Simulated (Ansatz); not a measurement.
**Zinc, A15 under RPBE: relaxation and energy**

What does RPBE give for zinc in the A15 structure? We relax it, then solve it on a dense k-mesh. Spin polarisation is left out. The k-meshes are 5×5×5 for the relaxation; 7×7×7 for the dense run.

Method: DFT RPBE, plane waves (420 eV) with PAW, scalar-relativistic; the PAW data stem from PBE, with regenerated cores, in Ansatz 0.2.0.

**1. The system as given**

Symmetry: Pm-3n, No. 223, cubic system. Conventional cell: a = 4.955 Å, b = 4.955 Å, c = 4.955 Å, α = 90.00°, β = 90.00°, γ = 90.00°. Zn (site symmetry m-3) has 12 Zn at 2.77 Å as nearest neighbours. Zn (site symmetry -4m2) is surrounded by 6 Zn at 2.48 to 2.77 Å.

Structure file:

```cif
data_structure
_symmetry_space_group_name_H-M 'Pm-3n'
_symmetry_Int_Tables_number 223
_cell_length_a 4.9554
_cell_length_b 4.9554
_cell_length_c 4.9554
_cell_angle_alpha 90.000
_cell_angle_beta 90.000
_cell_angle_gamma 90.000
_cell_volume 121.68
loop_
_atom_site_label
_atom_site_type_symbol
_atom_site_symmetry_multiplicity
_atom_site_Wyckoff_symbol
_atom_site_fract_x
_atom_site_fract_y
_atom_site_fract_z
_atom_site_occupancy
Zn1 Zn 2 a 0.00000 0.00000 0.00000 1
Zn2 Zn 6 c 0.25000 0.00000 0.50000 1
```

**2. Geometry optimisation**

The input, input.yaml:

```yaml
crystal:
  lattice:
    - [4.9553948694, 0.0, 0.0]
    - [0.0, 4.9553948694, 0.0]
    - [0.0, 0.0, 4.9553948694]
  atoms:
    - { symbol: Zn, position: [0.0, 0.0, 0.0] }
    - { symbol: Zn, position: [0.5, 0.5, 0.5] }
    - { symbol: Zn, position: [0.25, 0.0, 0.5] }
    - { symbol: Zn, position: [0.75, 0.0, 0.5] }
    - { symbol: Zn, position: [0.5, 0.25, 0.0] }
    - { symbol: Zn, position: [0.5, 0.75, 0.0] }
    - { symbol: Zn, position: [0.0, 0.5, 0.25] }
    - { symbol: Zn, position: [0.0, 0.5, 0.75] }
hamiltonian:
  xc: rpbe
  pseudopotentials:
    kind: paw
    azcp:
      Zn: "pseudopotentials/Zn.paw.azcp"
basis:
  ecutwfc: 420
  fft_grid_basis: typed
kpoints:
  mp_grid: { grid: [5, 5, 5], shift: [0, 0, 0] }
magnetization:
  spin_polarized: false
scf:
  occupations: { method: fermi_dirac, width: 0.1 }
relax:
  max_steps: 60
  f_tol: 0.01
  cell: {}
```

On the command line:

```bash
$ ansatz run input.yaml --threads 4 --pin off --max-ram 8192MiB --backend cpu --events-out ev --progress --plain --runs-dir out
```

The runs that follow: Single point on a dense mesh.

Q: Predict the outcome of this session. Wanted: space group; conventional cell; volume; shortest distance; gap on the mesh; relative to hcp.

The runs gave:

| quantity | value |
| --- | --- |
| space group (spins left aside) | Pm-3n (No. 223) |
| conventional cell | a = 5.043 Å |
| volume | 16.029 Å³/atom |
| shortest distance | 2.521 Å |
| gap on the mesh | none (levels filled in part) |
| relative to hcp | +29 meV/atom |

From the guessed start the volume grew by 5.4 % in 5 steps. It lies 29 meV/atom above the element's reference form at the same level (hcp, from a run of its own). No gap shows: it is a metal or semimetal at this level. The symmetry was held, so the structure may be unstable against distortions that break it.
